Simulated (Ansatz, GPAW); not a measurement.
## Li: 3 runs at one level of theory

```
Li
1.0
    -1.75465    1.75465    1.75465
     1.75465   -1.75465    1.75465
     1.75465    1.75465   -1.75465
Li
1
Direct
  0.00000 0.00000 0.00000
```

Alike in all runs: task single point; functional PBE; k mesh 11 × 11 × 11; occupations gaussian, width 0.017 eV; no spin polarisation; no spin-orbit coupling. Pressure is positive in compression and, in plane waves, holds the error of the finite cutoff, which Ansatz's Pulay term estimates and takes out.

```tsv
program and potentials	plane-wave cutoff (eV)	notes	pressure (GPa)
Ansatz, Ansatz PAW	420	3 valence electrons an atom on average	-0.81
GPAW, GPAW PAW data sets (gpaw-data 1.2.1)	800	1 valence electrons an atom on average	-0.79
Ansatz, all-electron LAPW, scalar-relativistic	-	-	?
```

Estimate from the other rows what the run with Ansatz, all-electron LAPW, scalar-relativistic gave.

Pressure -0.80 GPa. The other rows, which needn't bracket it: pressure -0.81 to -0.79.
